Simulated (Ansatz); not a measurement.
# MgTe: the cost of one run

Program: Ansatz 0.2.0. Level of theory: DFT PBE, scalar-relativistic, plane waves, PAW. These are calculated values, not measurements.

### 1 The starting structure

Symmetry: P6_3mc, No. 186, hexagonal system. The conventional cell has a = 4.540 Å, b = 4.540 Å, c = 7.395 Å, α = 90.00°, β = 90.00°, γ = 120.00°. Around Mg (site symmetry 3m) lie 4 Te at 2.74 to 2.79 Å. Te (site symmetry 3m) has 4 Mg at 2.74 to 2.79 Å as nearest neighbours.

Structure file:

```
Mg Te
1.0
     4.54000    0.00000    0.00000
    -2.27000    3.93176    0.00000
     0.00000    0.00000    7.39500
Mg Te
2 2
Direct
  0.33333 0.66667 0.00000
  0.66667 0.33333 0.50000
  0.33333 0.66667 0.37000
  0.66667 0.33333 0.87000
```

Source of the structure: the Crystallography Open Database.

(A quick probe on a coarse mesh, which set the mesh and smearing, is not shown.)

### 3 Full relaxation

The input, input.yaml:

```yaml
crystal:
  lattice:
    - [4.5400020208, 0.0, 0.0]
    - [-2.2700010104, 3.9317570832, 0.0]
    - [0.0, 0.0, 7.395]
  atoms:
    - { symbol: Mg, position: [0.3333333333, 0.6666666667, 0.0] }
    - { symbol: Mg, position: [0.6666666667, 0.3333333333, 0.5] }
    - { symbol: Te, position: [0.3333333333, 0.6666666667, 0.37] }
    - { symbol: Te, position: [0.6666666667, 0.3333333333, 0.87] }
basis:
  ecutwfc: 520.0
kpoints:
  mp_grid: { grid: [6, 6, 4] }
hamiltonian:
  xc: pbe
scf:
  occupations: { method: gaussian, width: 0.02 }
output:
  forces: true
  stress: true
  eigenvalues: true
  write_density: true
  write_potential: true
  elf: true
  volumetric_format: npy
relax:
  adjacent_minimum: "off"
  f_tol: 0.005
  max_steps: 80
  cell: { stress_tol: 0.05 }
```

Launch:

```sh
ansatz run input.yaml --threads 1 --pin off --max-ram 2048MiB --backend cpu --events-out ev --progress --plain --runs-dir out
```

**Question.** How long does this run take on 1 thread of Arm Neoverse V2, shared host, and how much memory does it need?

About 46 s, with a peak of 0.42 GiB.
